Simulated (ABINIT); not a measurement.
# Ag (Fm-3m) in ABINIT: a series of runs

One crystal, Ag, is run at these levels: LDA, PBEsol; tasks: single point, relaxation of cell and atoms.

All numbers are computed with ABINIT 10.8.3 (patched build); they aren't measurements. Logs are shortened: lines on timing, memory, paths and dates and some standing lists are left out, and cuts for length are marked. The log counts tension as positive stress, the text compression.

## 1. The structure

It takes space group Fm-3m (No. 225, cubic). The conventional cell has a = 4.085 Å, b = 4.085 Å, c = 4.085 Å, α = 90.00°, β = 90.00°, γ = 90.00°. Ag (site symmetry m-3m) has 12 Ag at 2.89 Å as nearest neighbours.

## 2. Single point, LDA

The input, run.abi:

```
# Pseudopotentials
pp_dirpath "./"
pseudos "Ag.upf"

# Structure
acell 2.8888847545 2.8888847545 2.8888847545 Angstrom
rprim
     0.0000000000     0.7071067812     0.7071067812
     0.7071067812     0.0000000000     0.7071067812
     0.7071067812     0.7071067812     0.0000000000
ntypat 1
znucl 47
natom 1
typat 1
xred
     0.0000000000     0.0000000000     0.0000000000

# Plane-wave basis
ecut 39.0

# k points
kptopt 1
ngkpt 8 8 8
nshiftk 1
shiftk 0.0 0.0 0.0

# Exchange and correlation
ixc 7

# Bands and occupations
nband 14
occopt 3
tsmear 0.05 eV

# SCF cycle
nstep 100
tolvrs 1.0e-10

# Output
iomode 3
prtwf 0
prtden 0
prteig 0
prtebands 0
```

Potentials or basis: PseudoDojo NC SR LDA v0.4.1 standard.

On the command line:

```
> mpirun --bind-to none -np 4 abinit run.abi > log 2>&1
```

run.abo:

```text
.Version 10.8.3 of ABINIT
 Symmetries : space group Fm -3 m (#225); Bravais cF (face-center cubic)
================================================================================
 Values of the parameters that define the memory need of the present run
     intxc =       0    ionmov =       0      iscf =       7    lmnmax =       6
     lnmax =       6     mgfft =      32  mpssoang =       3    mqgrid =    3001
     natom =       1  nloc_mem =       1    nspden =       1   nspinor =       1
    nsppol =       1      nsym =      48    n1xccc =    2501    ntypat =       1
    occopt =       3   xclevel =       1
       mpw =        1349          nfft =       32768          nkpt =          29
================================================================================
================================================================================

--------------------------------------------------------------------------------
------------- Echo of variables that govern the present computation ------------
--------------------------------------------------------------------------------
 -outvars: echo values of preprocessed input variables --------
            acell      5.4592009953E+00  5.4592009953E+00  5.4592009953E+00 Bohr
              amu      1.07868200E+02
             ecut      3.90000000E+01 Hartree
              ixc           7
         kptrlatt        8    0    0      0    8    0      0    0    8
          kptrlen      4.36736080E+01
            natom           1
            nband          14
            ngfft          32      32      32
             nkpt          29
            nstep         100
             nsym          48
           ntypat           1
           occopt           3
           prtden           0
        prtebands           0
           prteig           0
            prtwf           0
            rprim      0.0000000000E+00  7.0710678120E-01  7.0710678120E-01
                       7.0710678120E-01  0.0000000000E+00  7.0710678120E-01
                       7.0710678120E-01  7.0710678120E-01  0.0000000000E+00
          spgroup         225
           tolvrs      1.00000000E-10
           tsmear      1.83746611E-03 Hartree
            typat      1
            znucl       47.00000

================================================================================

 chkinp: Checking input parameters for consistency.

================================================================================
== DATASET  1 ==================================================================

--- !DatasetInfo
iteration_state: {dtset: 1, }
dimensions: {natom: 1, nkpt: 29, mband: 14, nsppol: 1, nspinor: 1, nspden: 1, mpw: 1349, }
cutoff_energies: {ecut:  39.0, pawecutdg:  -1.0, }
electrons: {nelect:   1.90000000E+01, charge:   0.00000000E+00, occopt:   3.00000000E+00, tsmear:   1.83746611E-03, }
meta: {optdriver: 0, ionmov: 0, optcell: 0, iscf: 7, paral_kgb: 0, }
...

 Exchange-correlation functional for the present dataset will be:
  LDA: Perdew-Wang 92 LSD fit to Ceperley-Alder data - ixc=7
  J.P.Perdew and Y.Wang, PRB 45, 13244 (1992)

 Real(R)+Recip(G) space primitive vectors, cartesian coordinates (Bohr,Bohr^-1):
 R(1)=  0.0000000  3.8602380  3.8602380  G(1)= -0.1295257  0.1295257  0.1295257
 R(2)=  3.8602380  0.0000000  3.8602380  G(2)=  0.1295257 -0.1295257  0.1295257
 R(3)=  3.8602380  3.8602380  0.0000000  G(3)=  0.1295257  0.1295257 -0.1295257
 Unit cell volume ucvol=  1.1504619E+02 bohr^3
 Angles (23,13,12)=  6.00000000E+01  6.00000000E+01  6.00000000E+01 degrees

 getcut: wavevector=  0.0000  0.0000  0.0000  ngfft=  32  32  32
         ecut(hartree)=     39.000   => boxcut(ratio)=   2.08508

--- Pseudopotential description ------------------------------------------------
- pspini: atom type   1  psp file is ./Ag.upf
12 -1012 2 -1 1484                            pspcod,pspxc,lmax,lloc,mmax
     nproj     2     2     2

   5.27278831E+02                                ecore*ucvol(ha*bohr**3)
--------------------------------------------------------------------------------

================================================================================

--- !BeginCycle
iteration_state: {dtset: 1, }
solver: {iscf: 7, nstep: 100, nline: 4, wfoptalg: 0, }
tolerances: {tolvrs: 1.00E-10, }
...

     iter   Etot(hartree)      deltaE(h)  residm     vres2
 ETOT  1  -154.93075303570    -1.549E+02 1.024E-01 6.867E+01
 ETOT  2  -154.96667054568    -3.592E-02 1.930E-02 6.771E+01
 ETOT  3  -154.98477823586    -1.811E-02 8.083E-04 2.857E-01
 ETOT  4  -154.98485896255    -8.073E-05 1.842E-03 1.263E-03
 ETOT  5  -154.98485923729    -2.747E-07 7.790E-06 3.749E-05
 ETOT  6  -154.98485924805    -1.076E-08 5.389E-06 2.516E-08
 ETOT  7  -154.98485924806    -8.782E-12 3.968E-07 7.020E-10
 ETOT  8  -154.98485924805     6.821E-12 5.903E-07 4.862E-12

 At SCF step    8       vres2   =  4.86E-12 < tolvrs=  1.00E-10 =>converged.

 Cartesian components of stress tensor (hartree/bohr^3)
  sigma(1 1)=  2.51817027E-04  sigma(3 2)=  0.00000000E+00
  sigma(2 2)=  2.51817027E-04  sigma(3 1)=  0.00000000E+00
  sigma(3 3)=  2.51817027E-04  sigma(2 1)=  0.00000000E+00

--- !ResultsGS
iteration_state: {dtset: 1, }
comment   : Summary of ground state results
lattice_vectors:
- [  0.0000000,   3.8602380,   3.8602380, ]
- [  3.8602380,   0.0000000,   3.8602380, ]
- [  3.8602380,   3.8602380,   0.0000000, ]
lattice_lengths: [   5.45920,    5.45920,    5.45920, ]
lattice_angles: [ 60.000,  60.000,  60.000, ] # degrees, (23, 13, 12)
lattice_volume:   1.1504619E+02
convergence: {deltae:  6.821E-12, res2:  4.862E-12, residm:  5.903E-07, diffor: null, }
etotal    :  -1.54984859E+02
entropy   :   0.00000000E+00
fermie    :   3.77527569E-01
cartesian_stress_tensor: # hartree/bohr^3
- [  2.51817027E-04,   0.00000000E+00,   0.00000000E+00, ]
- [  0.00000000E+00,   2.51817027E-04,   0.00000000E+00, ]
- [  0.00000000E+00,   0.00000000E+00,   2.51817027E-04, ]
pressure_GPa:  -7.4087E+00
xred      :
- [  0.0000E+00,   0.0000E+00,   0.0000E+00, Ag]
cartesian_forces: # hartree/bohr
- [  0.00000000E+00,   0.00000000E+00,   0.00000000E+00, ]
force_length_stats: {min:   0.00000000E+00, max:   0.00000000E+00, mean:   0.00000000E+00, }
...

 Integrated electronic density in atomic spheres:
 ------------------------------------------------
 Atom  Sphere_radius  Integrated_density
    1        2.00000         16.32283310
================================================================================

 ----iterations are completed or convergence reached----

 Mean square residual over all n,k,spin=   21.861E-10; max=  59.025E-08
 reduced coordinates (array xred) for    1 atoms
       0.000000000000      0.000000000000      0.000000000000
 rms dE/dt=  2.5038E-30; max dE/dt=  3.1554E-30; dE/dt below (all hartree)
    1      -0.000000000000      0.000000000000      0.000000000000

 cartesian coordinates (angstrom) at end:
    1      0.00000000000000     0.00000000000000     0.00000000000000

 cartesian forces (hartree/bohr) at end:
    1      0.00000000000000     0.00000000000000     0.00000000000000
 frms,max,avg= 0.0000000E+00 0.0000000E+00   0.000E+00  0.000E+00  0.000E+00 h/b

 cartesian forces (eV/Angstrom) at end:
    1      0.00000000000000     0.00000000000000     0.00000000000000
 frms,max,avg= 0.0000000E+00 0.0000000E+00   0.000E+00  0.000E+00  0.000E+00 e/A
 length scales=  5.459200995315  5.459200995315  5.459200995315 bohr
              =  2.888884754500  2.888884754500  2.888884754500 angstroms
 Fermi (or HOMO) energy (hartree) =   0.37753   Average Vxc (hartree)=  -0.48297
 Eigenvalues (hartree) for nkpt=  29  k points:
 kpt#   1, nband= 14, wtk=  0.00195, kpt=  0.0000  0.0000  0.0000 (reduced coord)
  -2.98693   -1.64418   -1.64418   -1.64418    0.09543    0.21019    0.21019    0.21019
   0.24915    0.24915    0.98022    1.10691    1.10691    1.10691
      occupation numbers for kpt#   1
   2.00000    2.00000    2.00000    2.00000    2.00000    2.00000    2.00000    2.00000
   2.00000    2.00000    0.00000    0.00000    0.00000    0.00000
 prteigrs : prtvol=0 or 1, do not print more k-points.

--- !EnergyTerms
iteration_state     : {dtset: 1, }
comment             : Components of total free energy in Hartree
kinetic             :  5.28402695197494E+01
hartree             :  3.53556788419916E+01
xc                  : -2.30210761538455E+01
Ewald energy        : -1.07191265798180E+02
psp_core            :  4.58319231144628E+00
local_psp           : -1.15267715078492E+02
non_local_psp       : -2.28379573621149E+00
internal            : -1.54984712093542E+02
'-kT*entropy'       : -1.47154509533466E-04
total_energy        : -1.54984859248051E+02
total_energy_eV     : -4.21735286727773E+03
band_energy         : -1.33531207680499E+01
...

 Cartesian components of stress tensor (hartree/bohr^3)
  sigma(1 1)=  2.51817027E-04  sigma(3 2)=  0.00000000E+00
  sigma(2 2)=  2.51817027E-04  sigma(3 1)=  0.00000000E+00
  sigma(3 3)=  2.51817027E-04  sigma(2 1)=  0.00000000E+00

-Cartesian components of stress tensor (GPa)         [Pressure= -7.4087E+00 GPa]
- sigma(1 1)=  7.40871271E+00  sigma(3 2)=  0.00000000E+00
- sigma(2 2)=  7.40871271E+00  sigma(3 1)=  0.00000000E+00
- sigma(3 3)=  7.40871271E+00  sigma(2 1)=  0.00000000E+00

== END DATASET(S) ==============================================================
================================================================================

 -outvars: echo values of variables after computation  --------
            acell      5.4592009953E+00  5.4592009953E+00  5.4592009953E+00 Bohr
           etotal     -1.5498485925E+02
            fcart      0.0000000000E+00  0.0000000000E+00  0.0000000000E+00
            rprim      0.0000000000E+00  7.0710678120E-01  7.0710678120E-01
                       7.0710678120E-01  0.0000000000E+00  7.0710678120E-01
                       7.0710678120E-01  7.0710678120E-01  0.0000000000E+00
           strten      2.5181702683E-04  2.5181702683E-04  2.5181702683E-04
                       0.0000000000E+00  0.0000000000E+00  0.0000000000E+00
 Calculation completed.
```

Run time: 3.8 s. Hardware: 4 MPI ranks of Arm Neoverse V2, shared host; peak memory 0.24 GiB.

What came out:

```yaml
Free_energy: -4217.3529 eV
Pressure: -7.4 GPa
Band_gap_on_the_k_mesh: none (metal or under the smearing width)
Valence_electrons_inside_the_program's_atomic_spheres: Ag 16.32 (radii [1.0584] Å)
```

## 3. Single point, PBEsol

The input, run.abi:

```
pp_dirpath "./"
pseudos "Ag.upf"

acell 5.4592009917 5.4592009917 5.4592009917
rprim
     0.0000000000     0.7071067812     0.7071067812
     0.7071067812     0.0000000000     0.7071067812
     0.7071067812     0.7071067812     0.0000000000
ntypat 1
znucl 47
natom 1
typat 1
xred
     0.0000000000     0.0000000000     0.0000000000

ecut 37.0

kptopt 1
ngkpt 8 8 8
nshiftk 1
shiftk 0.0 0.0 0.0

ixc -116133

nband 14
occopt 3
tsmear 0.05 eV

nstep 100
tolvrs 1.0e-10

iomode 3
prtwf 0
prtden 0
prteig 0
prtebands 0
enunit 2
```

Potentials or basis: PseudoDojo NC SR PBEsol v0.4.1 standard.

On the command line:

```
> abinit run.abi > log 2>&1
```

Wall time 11 s (1 thread of Arm Neoverse V1, shared host); peak memory 0.06 GiB.

Results (log left out):

- Free energy: -4214.9506 eV
- Pressure: -3.9 GPa
- Band gap on the k mesh: none (metal or under the smearing width)
- Valence electrons inside the program's atomic spheres: Ag 16.30 (radii [1.0584] Å)

Levels at points of the mesh, in eV from the Fermi level:
| k point | band 6 | band 7 | band 8 | band 9 | band 10 | band 11 | band 12 | band 13 | band 14 |
| --- | --- | --- | --- | --- | --- | --- | --- | --- | --- |
| (0.00, 0.00, 0.00) | -4.56 | -4.56 | -4.56 | -3.51 | -3.51 | 16.33 | 19.86 | 19.86 | 19.86 |
| (0.50, 0.00, 0.00) | -4.58 | -4.58 | -2.70 | -2.70 | -0.28 | 3.78 | 15.53 | 18.09 | 18.09 |
| (0.50, 0.50, 0.00) | -6.08 | -2.73 | -2.49 | -2.49 | 1.72 | 6.91 | 10.83 | 10.83 | 17.27 |

## 4. Single point, LDA

The input, run.abi:

```
# Pseudopotentials
pp_dirpath "./"
pseudos "Ag_sc.hgh"

# Structure
acell 2.8888847545 2.8888847545 2.8888847545 Angstrom
rprim
     0.0000000000     0.7071067812     0.7071067812
     0.7071067812     0.0000000000     0.7071067812
     0.7071067812     0.7071067812     0.0000000000
ntypat 1
znucl 47
natom 1
typat 1
xred
     0.0000000000     0.0000000000     0.0000000000

# Plane-wave basis
ecut 18.0

# k points
kptopt 1
ngkpt 8 8 8
nshiftk 1
shiftk 0.0 0.0 0.0

# Exchange and correlation
ixc 7

# Bands and occupations
nband 10
occopt 3
tsmear 0.05 eV

# SCF cycle
nstep 100
tolvrs 1.0e-10

# Output
iomode 3
prtwf 0
prtden 0
prteig 0
prtebands 0
enunit 1
```

Potentials or basis: HGH LDA semicore.

On the command line:

```
> abinit run.abi > log 2>&1
```

Run time: 3.6 s. Hardware: 1 thread of Arm Neoverse V1, shared host; peak memory 0.05 GiB.

Results (log left out):

* Free energy: -994.0744 eV
* Band gap on the k mesh: none (metal or under the smearing width)
* Valence electrons inside the program's atomic spheres: Ag 8.35 (radii [1.0584] Å)

Levels at points of the mesh, in eV from the Fermi level:
```tsv
k point	band 4	band 5	band 6	band 7	band 8	band 9
(0.00, 0.00, 0.00)	-4.33	-3.42	-3.42	16.97	19.83	19.83
(0.50, 0.00, 0.00)	-2.63	-2.63	-0.35	3.88	16.06	17.68
(0.50, 0.50, 0.00)	-2.56	-2.56	1.63	6.78	10.71	10.71
```

Caveat: the cutoff is too short for stress, so the log's stress isn't used; HGH potentials are hard and often keep d shells in the core, so these values are rough.

## 5. Relaxation of cell and atoms, LDA

The input, run.abi:

```
pp_dirpath "./"
pseudos "Ag.LDA_PW-JTH.xml"

acell 5.4592009917 5.4592009917 5.4592009917
rprim
     0.0000000000     0.7071067812     0.7071067812
     0.7071067812     0.0000000000     0.7071067812
     0.7071067812     0.7071067812     0.0000000000
ntypat 1
znucl 47
natom 1
typat 1
chkprim 0
chksymtnons 0
tolsym 1.0e-6
xred
            0.0            0.0            0.0

ecut 17.0
pawecutdg 34.0
ecutsm 0.5

kptopt 1
ngkpt 8 8 8
nshiftk 1
shiftk 0.0 0.0 0.0

ixc 7

nband 10
occopt 3
tsmear 0.05 eV

nstep 80
tolvrs 1.0e-10

iomode 3
prteig 0
prtebands 0
prtwf 0
prtden 0

ionmov 2
optcell 2
ntime 50
tolmxf 2.0e-5
dilatmx 1.08
```

Potentials or basis: JTH PAW LDA v2.0.

On the command line:

```
> abinit run.abi > log 2>&1
```

Wall time 15 s (1 thread of Arm Neoverse V1, shared host); peak memory 0.09 GiB.

The run converged. Its results:

```yaml
Free_energy: -1043.3601 eV
Relaxed_volume: 16.11 Å³/atom
Relaxed_cell: a = 2.835 Å, b = 2.835 Å, c = 2.835 Å, α = 60.00°, β = 60.00°, γ = 60.00°
Space_group_after_relaxing_to_0.05_Å: Fm-3m (No. 225)
Energy_gained_by_relaxing: 20.5 meV/atom
Ionic_steps: 5
Pressure_after_relaxing: 0.0 GPa
Band_gap_on_the_k_mesh: none (metal or under the smearing width)
```

The path:
```tsv
step	energy change (eV)	largest force (eV/Å)	pressure (GPa)	volume (Å³)
1	0.0000	0.0000	-6.61	17.05
2	-0.0119	0.0000	-4.48	16.71
3	-0.0204	0.0000	0.64	16.04
4	-0.0205	0.0000	-0.05	16.12
5	-0.0205	0.0000	0.00	16.11
```

Final structure:
```xyz
1
Lattice="0.0000 2.0047 2.0047 2.0047 0.0000 2.0047 2.0047 2.0047 0.0000" Properties=species:S:1:pos:R:3 pbc="T T T"
Ag    0.0000    0.0000    0.0000
```

LDA usually gives volumes a few per cent too small. Zero-point motion and thermal expansion aren't in these numbers.

## 6. Overview

```tsv
task	level	potentials or basis	cell	cutoff (eV)	cell freedom (optcell)	optimiser (ionmov)	cutoff smearing ecutsm (Ha)	force stop (Ha/bohr)	fine-grid cutoff	gap on the mesh (eV)	pressure (GPa)
single point	LDA	PseudoDojo NC SR LDA v0.4.1 standard	as given	1061	-	-	-	-	-	none	-7.4
single point	PBEsol	PseudoDojo NC SR PBEsol v0.4.1 standard	as given	1007	-	-	-	-	-	none	-3.9
relaxation of cell and atoms	LDA	JTH PAW LDA v2.0	relaxed	463	2	2	0.5	2e-05	925.187 eV	none	0.0
```

Alike in all rows: no spin polarisation; k mesh 8 × 8 × 8; smearing fermi-dirac 0.05 eV.

Absolute energies hang on the potentials; compare differences alone.
